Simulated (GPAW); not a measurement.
Al, 1 atom in the cell. It takes space group Fm-3m (No. 225, cubic). Conventional cell: a = 4.050 Å, b = 4.050 Å, c = 4.050 Å, α = 90.00°, β = 90.00°, γ = 90.00°. Around Al (site symmetry m-3m) lie 12 Al at 2.86 Å. 

| Property | Result |
| --- | --- |
| Program | GPAW 26.7.0 |
| Task | band structure |
| Functional | TASK |
| Potentials or basis | GPAW PAW data sets (gpaw-data 1.2.1) |
| Cutoff | 600 eV |
| Basis | pw |
| k mesh | 11 × 11 × 11 |
| Occupations | fermi-dirac, width 0.05 eV |
| Spin | no spin polarisation |
| Maxiter | 150 |
| Band path | GXWKGLUWLK,UX |
| Band points | 80 |

Potentials or basis: GPAW PAW data sets (gpaw-data 1.2.1), pw.

Command:

```console
$ OMP_NUM_THREADS=1 python run.py
```

Hardware: 1 thread of Arm Neoverse V1, with other jobs on the host.

Task: Estimate the wall time of this run.

Result: Run time: 56 s on 1 thread of Arm Neoverse V1 (shared host), peak memory 0.18 GiB. Counts: scf iterations 21, plane waves 564, bands 7, k points 56.
